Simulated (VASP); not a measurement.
# Si3S (Im-3m) in VASP: equation of state

Aim: energy against volume of Si3S in PBE, for its equilibrium volume and stiffness.

Everything below comes from runs of VASP 6.6.1. Logs are shortened: lines on timing, memory, paths and dates and some standing lists are left out, and cuts for length are marked.

**1. Starting point**

Symmetry: Im-3m, No. 229, cubic system. Conventional cell: a = 5.051 Å, b = 5.051 Å, c = 5.051 Å, α = 90.00°, β = 90.00°, γ = 90.00°. Around Si (site symmetry 4/mmm) lie 4 Si at 2.53 Å and 2 S at 2.53 Å. S (site symmetry m-3m) is surrounded by 6 Si at 2.53 Å.

The cell was built by a generator and needn't be a form met in nature.

**2. Equation of state, PBE, 15.14 Å³/atom (volume scaled by 0.94)**

File INCAR:

```
  PREC = Accurate
  ENCUT = 520
  EDIFF = 1E-7
  ISMEAR = -1
  SIGMA = 0.05
  LREAL = False
  LASPH = True
  NELM = 80
  ALGO = Normal
  ISIF = 2
  LWAVE = False
  LCHARG = False
  GGA = PE
  NBANDS = 17
```

File KPOINTS:

```
Automatic mesh
0
Gamma
  8 8 8
```

File POSCAR:

```
Si3S
1.0
   -2.4739251258      2.4739251258      2.4739251258
    2.4739251258     -2.4739251258      2.4739251258
    2.4739251258      2.4739251258     -2.4739251258
Si S
3 1
Direct
    0.0000000000      0.5000000000      0.5000000000
    0.5000000000      0.0000000000      0.5000000000
    0.5000000000      0.5000000000      0.0000000000
    0.0000000000      0.0000000000      0.0000000000
```

Potentials or basis: VASP PAW PBE potentials, release 64 (Si, S).

On the command line:

```bash
$ cat potpaw_PBE.64/Si/POTCAR potpaw_PBE.64/S/POTCAR > POTCAR
$ mpirun -np 1 vasp_std > vasp.out
```

OUTCAR:

```text
PREC = Accurate
   ENCUT = 520
   EDIFF = 1E-7
   ISMEAR = -1
   LREAL = False
   LASPH = True
   NELM = 80
   ISIF = 2
   GGA = PE

 Found     29 irreducible k-points:

 Following reciprocal coordinates:
            Coordinates               Weight
  0.000000  0.000000  0.000000      1.000000
  0.125000  0.000000  0.000000     12.000000
  0.250000  0.000000  0.000000     12.000000
  0.375000  0.000000  0.000000     12.000000
  0.500000  0.000000  0.000000      6.000000
  0.125000  0.125000  0.000000     24.000000
   k-points           NKPTS =     29   k-points in BZ     NKDIM =     29   number of bands    NBANDS=     17
   number of dos      NEDOS =    301   number of ions     NIONS =      4
   total plane-waves  NPLWV =  32768
   dimension x,y,z NGX =    32 NGY =   32 NGZ =   32
   dimension x,y,z NGXF=    64 NGYF=   64 NGZF=   64
   ions per type =               3   1
   NGX,Y,Z   is equivalent  to a cutoff of  12.42, 12.42, 12.42 a.u.
   NGXF,Y,Z  is equivalent  to a cutoff of  24.83, 24.83, 24.83 a.u.
 SYSTEM =  unknown system
   PREC   = accura    normal or accurate (medium, high low for compatibility)
   ISTART =      0    job   : 0-new  1-cont  2-samecut
   ICHARG =      2    charge: 1-file 2-atom 10-const
   ISPIN  =      1    spin polarized calculation?
   LNONCOLLINEAR =      F non collinear calculations
   LSORBIT =      F    spin-orbit coupling
   LASPH  =      T    aspherical Exc in radial PAW
   ENCUT  =  520.0 eV  38.22 Ry    6.18 a.u.   7.97  7.97  7.97*2*pi/ulx,y,z
   NELM   =     80;   NELMIN=  2; NELMDL= -5     # of ELM steps
   EDIFF  = 0.1E-06   stopping-criterion for ELM
   LREAL  =      F    real-space projection
   EDIFFG = 0.1E-05   stopping-criterion for IOM
   NSW    =      0    number of steps for IOM
   IBRION =     -1    ionic relax: 0-MD 1-quasi-New 2-CG
   NFREE  =      0    steps in history (QN), initial steepest desc. (CG)
   ISIF   =      2    stress and relaxation
   ISYM   =      2    0-nonsym 1-usesym 2-fastsym
   POTIM  = 0.5000    time-step for ionic-motion
   TEBEG  =    0.0;   TEEND  =   0.0 temperature during run
   PSTRESS=    0.0 pullay stress
   NELECT =      18.0000    total number of electrons
   NUPDOWN=      -1.0000    fix difference up-down
   EMIN   =  10.00;   EMAX   =-10.00  energy-range for DOS
   EFERMI =   0.00;   METHOD = LEGACY
   ISMEAR =    -1;   SIGMA  =   0.05  broadening in eV -4-tet -1-fermi 0-gaus
   EFERMI_NEDOS =   21; number of points for ismear=-14 and -15
   IALGO  =     38    algorithm
   IMIX   =      4    mixing-type and parameters
     AMIX     =   0.40;   BMIX     =  1.00
     AMIX_MAG =   1.60;   BMIX_MAG =  1.00
  volume/ion in A,a.u.               =      15.14       102.18
  Fermi-wavevector in a.u.,A,eV,Ry     =   1.092511  2.064546 16.239643  1.193580
  Thomas-Fermi vector in A             =   2.228778
   LORBIT       =      0    0 simple, 1 ext, 2 COOP (PROOUT), +10 PAW based schemes
   GGA     = PE    functional components
   LHFCALC =     F    Hartree Fock is set to
   AEXX    =    0.0000 exact exchange contribution
   IVDW    =     0    specifies the selected vdW correction
   LEPSILON=     F    determine dielectric tensor
   LRPA    =     F    only Hartree local field effects (RPA)
 non-spin polarized calculation
  energy-cutoff  :      520.00
  volume of cell :       60.56
 maximum number of plane-waves:      1647
   NGX = 15   NGY = 15   NGZ = 15

 number of electron      18.0000001 magnetization

 Free energy of the ion-electron system (eV)
  ---------------------------------------------------
  ext. energy  EPLUGINS =         0.00000000
  ---------------------------------------------------
  free energy    TOTEN  =       -19.91352340 eV

  energy without entropy =      -19.90643009  energy(sigma->0) =      -19.90997674

 E-fermi :   9.1465     XC(G=0): -10.9306

 val. band max:        9.1069985767   @ k =   0.3750   0.1250   0.1250
 cond. band min:       9.1789328938   @ k =   0.2500   0.2500   0.1250
 fundamental gap:      0.0719343170
 Fermi energy:         9.1464611765

 k-point     1 :       0.0000    0.0000    0.0000
  band No.  band energies     occupation
      1      -6.7822      2.00000
      2       0.4830      2.00000
      3       3.7285      2.00000
      4       3.7285      2.00000
      5       3.7285      2.00000
      6       5.8168      2.00000
[... 9 lines left out ...]
     16      15.4132      0.00000
     17      16.4142      0.00000

 k-point     2 :       0.1250    0.0000    0.0000
  band No.  band energies     occupation
      1      -6.6536      2.00000
      2       0.0739      2.00000
      3       3.4469      2.00000
      4       3.5902      2.00000
      5       3.6808      2.00000
      6       4.7968      2.00000
[... 9 lines left out ...]
     16      15.5371      0.00000
     17      17.3402      0.00000

 k-point     3 :       0.2500    0.0000    0.0000
  band No.  band energies     occupation
      1      -6.2973      2.00000
      2      -0.7782      2.00000
      3       2.4724      2.00000
      4       2.8902      2.00000
      5       3.2960      2.00000
      6       5.3492      2.00000
[... 9 lines left out ...]
     16      15.8916      0.00000
     17      17.5870      0.00000

 k-point     4 :       0.3750    0.0000    0.0000
  band No.  band energies     occupation
      1      -5.8364      2.00000
      2      -1.6390      2.00000
      3       1.5958      2.00000
      4       2.4656      2.00000
      5       3.0429      2.00000
      6       4.9707      2.00000
[... 9 lines left out ...]
     16      16.4099      0.00000
     17      16.7191      0.00000

 k-point     5 :       0.5000    0.0000    0.0000
  band No.  band energies     occupation
      1      -5.5895      2.00000
      2      -2.0413      2.00000
      3       1.3067      2.00000
      4       2.3148      2.00000
      5       2.9472      2.00000
      6       4.8351      2.00000
[... 9 lines left out ...]
     16      16.8821      0.00000
     17      16.9087      0.00000

 k-point     6 :       0.1250    0.1250    0.0000
  band No.  band energies     occupation
      1      -6.4104      2.00000
      2      -0.5020      2.00000
      3       2.4141      2.00000
      4       3.0347      2.00000
      5       4.0952      2.00000
      6       4.4999      2.00000
[... 9 lines left out ...]
     16      14.8602      0.00000
     17      18.7078      0.00000

 [... further k-points ...]
[... 5 lines left out ...]
  --------------------------------------------------------------------------------------
  -------------------------------------------------------------------------------------
  Total        2.6801267      2.6801267      2.6801267     -0.0000000      0.0000000      0.0000000
  in kB       70.9000046     70.9000046     70.9000046     -0.0000000      0.0000000      0.0000000
  external PRESSURE =      70.9000046 kB  Pullay stress =       0.0000000 kB

 VOLUME and BASIS-vectors are now :
 -----------------------------------------------------------------------------
  energy-cutoff  :      520.00
  volume of cell :       60.56
      direct lattice vectors                 reciprocal lattice vectors
    -2.473925126  2.473925126  2.473925126     0.000000000  0.202107976  0.202107976
     2.473925126 -2.473925126  2.473925126     0.202107976  0.000000000  0.202107976
     2.473925126  2.473925126 -2.473925126     0.202107976  0.202107976  0.000000000

 POSITION                                       TOTAL-FORCE (eV/Angst)
 -----------------------------------------------------------------------------------
      2.47393      0.00000      0.00000        -0.000000     -0.000000     -0.000000
      0.00000      2.47393      0.00000         0.000000      0.000000      0.000000
      0.00000      0.00000      2.47393         0.000000     -0.000000     -0.000000
      0.00000      0.00000      0.00000         0.000000     -0.000000     -0.000000
 -----------------------------------------------------------------------------------
    total drift:                               -0.000000     -0.000000      0.000000

  FREE ENERGIE OF THE ION-ELECTRON SYSTEM (eV)
  ---------------------------------------------------
  free  energy   TOTEN  =       -19.9135233951 eV

  energy  without entropy=      -19.9064300863  energy(sigma->0) =      -19.90997674
```

It took 22 s on 1 thread of Intel Xeon 6975P-C (Granite Rapids), shared host; peak memory 0.16 GiB.

Results:

```
Free energy            : -19.9135 eV
Pressure               : 7.1 GPa
Band gap on the k mesh : none (metal or under the smearing width)
```

**3. Equation of state, PBE, 15.46 Å³/atom (volume scaled by 0.96)**

File INCAR:

```
SYSTEM = Si3S
PREC = Accurate ; ENCUT = 520
EDIFF = 1E-7 ; ISMEAR = -1
SIGMA = 0.05 ; LREAL = .FALSE.
LASPH = .TRUE. ; NELM = 100
ALGO = Normal ; ISIF = 2
LWAVE = .FALSE. ; LCHARG = .FALSE.
GGA = PE ; NBANDS = 17
```

File KPOINTS:

```
regular mesh
0
G
  8 8 8
  0 0 0
```

File POSCAR:

```
Si3S
1.0
   -2.4913477078      2.4913477078      2.4913477078
    2.4913477078     -2.4913477078      2.4913477078
    2.4913477078      2.4913477078     -2.4913477078
Si S
3 1
Direct
    0.0000000000      0.5000000000      0.5000000000
    0.5000000000      0.0000000000      0.5000000000
    0.5000000000      0.5000000000      0.0000000000
    0.0000000000      0.0000000000      0.0000000000
```

Potentials or basis: VASP PAW PBE potentials, release 64 (Si, S).

On the command line:

```bash
$ cat potpaw_PBE.64/Si/POTCAR potpaw_PBE.64/S/POTCAR > POTCAR
$ mpirun -np 1 vasp_std > vasp.out
```

It took 13 s on 1 thread of Intel Xeon 6975P-C (Granite Rapids), shared host; peak memory 0.17 GiB.

Results (log left out):

```
Free energy            : -19.9601 eV
Pressure               : 4.5 GPa
Band gap on the k mesh : none (metal or under the smearing width)
```

**4. Equation of state, PBE, 15.79 Å³/atom (volume scaled by 0.98)**

File INCAR:

```
SYSTEM = Si3S
ALGO = Normal ; EDIFF = 1E-7
ENCUT = 520 ; GGA = PE
ISIF = 2 ; ISMEAR = -1
LASPH = .TRUE. ; LCHARG = .FALSE.
LREAL = .FALSE. ; LWAVE = .FALSE.
NBANDS = 17 ; NELM = 100
PREC = Accurate ; SIGMA = 0.05
```

File KPOINTS:

```
k-points
0
G
  8 8 8
  0 0 0
```

File POSCAR:

```
Si3S
1.0
   -2.5085299591      2.5085299591      2.5085299591
    2.5085299591     -2.5085299591      2.5085299591
    2.5085299591      2.5085299591     -2.5085299591
Si S
3 1
Direct
    0.0000000000      0.5000000000      0.5000000000
    0.5000000000      0.0000000000      0.5000000000
    0.5000000000      0.5000000000      0.0000000000
    0.0000000000      0.0000000000      0.0000000000
```

On the command line:

```bash
$ cat potpaw_PBE.64/Si/POTCAR potpaw_PBE.64/S/POTCAR > POTCAR
$ mpirun -np 1 vasp_std > vasp.out
```

It took 15 s on 1 thread of Intel Xeon 6975P-C (Granite Rapids), shared host; peak memory 0.17 GiB.

The run converged. Its results:

| Item | Value |
| --- | --- |
| Free energy | -19.9869 eV |
| Pressure | 2.1 GPa |
| Band gap on the k mesh | none (metal or under the smearing width) |

**5. Equation of state, PBE, 16.43 Å³/atom (volume scaled by 1.02)**

File INCAR:

```
PREC = Accurate
ENCUT = 520
EDIFF = 1E-7
ISMEAR = -1
SIGMA = 0.05
LREAL = False
LASPH = True
NELM = 80
ALGO = Normal
ISIF = 2
LWAVE = False
LCHARG = False
GGA = PE
NBANDS = 17
```

File KPOINTS:

```
Automatic mesh
0
Gamma
  8 8 8
```

File POSCAR:

```
Si3S
1.0
   -2.5422055205      2.5422055205      2.5422055205
    2.5422055205     -2.5422055205      2.5422055205
    2.5422055205      2.5422055205     -2.5422055205
Si S
3 1
Direct
    0.0000000000      0.5000000000      0.5000000000
    0.5000000000      0.0000000000      0.5000000000
    0.5000000000      0.5000000000      0.0000000000
    0.0000000000      0.0000000000      0.0000000000
```

On the command line:

```bash
$ cat potpaw_PBE.64/Si/POTCAR potpaw_PBE.64/S/POTCAR > POTCAR
$ mpirun -np 1 vasp_std > vasp.out
```

Run time: 24 s. Hardware: 1 thread of Intel Xeon 6975P-C (Granite Rapids), shared host; peak memory 0.18 GiB.

The run converged. Its results:

- Free energy: -19.9888 eV
- Pressure: -1.8 GPa
- Band gap on the k mesh: none (metal or under the smearing width)

**6. Equation of state, PBE, 16.75 Å³/atom (volume scaled by 1.04)**

File INCAR:

```
  ALGO = Normal
  EDIFF = 1E-7
  ENCUT = 520
  GGA = PE
  ISIF = 2
  ISMEAR = -1
  LASPH = True
  LCHARG = False
  LREAL = False
  LWAVE = False
  NBANDS = 17
  NELM = 100
  PREC = Accurate
  SIGMA = 0.05
```

File KPOINTS:

```
k-points
0
Gamma
  8 8 8
```

File POSCAR:

```
Si3S
1.0
   -2.5587138112      2.5587138112      2.5587138112
    2.5587138112     -2.5587138112      2.5587138112
    2.5587138112      2.5587138112     -2.5587138112
Si S
3 1
Direct
    0.0000000000      0.5000000000      0.5000000000
    0.5000000000      0.0000000000      0.5000000000
    0.5000000000      0.5000000000      0.0000000000
    0.0000000000      0.0000000000      0.0000000000
```

Potentials or basis: VASP PAW PBE potentials, release 64 (Si, S).

On the command line:

```bash
$ cat potpaw_PBE.64/Si/POTCAR potpaw_PBE.64/S/POTCAR > POTCAR
$ mpirun -np 1 vasp_std > vasp.out
```

Wall time 25 s (1 thread of Intel Xeon 6975P-C (Granite Rapids), shared host); peak memory 0.2 GiB.

The run converged. Its results:

```
Free energy            : -19.9673 eV
Pressure               : -3.5 GPa
Band gap on the k mesh : none (metal or under the smearing width)
```

**7. Equation of state, PBE, 17.07 Å³/atom (volume scaled by 1.06)**

File INCAR:

```
SYSTEM = Si3S
  ALGO = Normal
  EDIFF = 1E-7
  ENCUT = 520
  GGA = PE
  ISIF = 2
  ISMEAR = -1
  LASPH = .TRUE.
  LCHARG = .FALSE.
  LREAL = .FALSE.
  LWAVE = .FALSE.
  NBANDS = 17
  NELM = 100
  PREC = Accurate
  SIGMA = 0.05
```

File KPOINTS:

```
k-points
0
G
  8 8 8
  0 0 0
```

File POSCAR:

```
Si3S
1.0
   -2.5750117908      2.5750117908      2.5750117908
    2.5750117908     -2.5750117908      2.5750117908
    2.5750117908      2.5750117908     -2.5750117908
Si S
3 1
Direct
    0.0000000000      0.5000000000      0.5000000000
    0.5000000000      0.0000000000      0.5000000000
    0.5000000000      0.5000000000      0.0000000000
    0.0000000000      0.0000000000      0.0000000000
```

On the command line:

```bash
$ cat potpaw_PBE.64/Si/POTCAR potpaw_PBE.64/S/POTCAR > POTCAR
$ mpirun -np 1 vasp_std > vasp.out
```

It took 23 s on 1 thread of Intel Xeon 6975P-C (Granite Rapids), shared host; peak memory 0.19 GiB.

It converged, with:

```yaml
Free_energy: -19.9330 eV
Pressure: -5.0 GPa
Band_gap_on_the_k_mesh: none (metal or under the smearing width)
```

**8. Equation of state, PBE**

Potentials or basis: VASP PAW PBE potentials, release 64 (Si, S).

This step only gathers the single runs of the series.

Results:

```
Equilibrium volume                      : 16.12 Å³/atom
Bulk modulus                            : 99 GPa
Pressure derivative of the bulk modulus : 4.4
```

Energy against volume, from the lowest point:
```
volume (Å³/atom)  energy (meV/atom)
          15.141              20.58
          15.463               8.92
          15.785               2.23
          16.108               0.00
          16.430               1.77
          16.752               7.13
          17.074              15.70
```
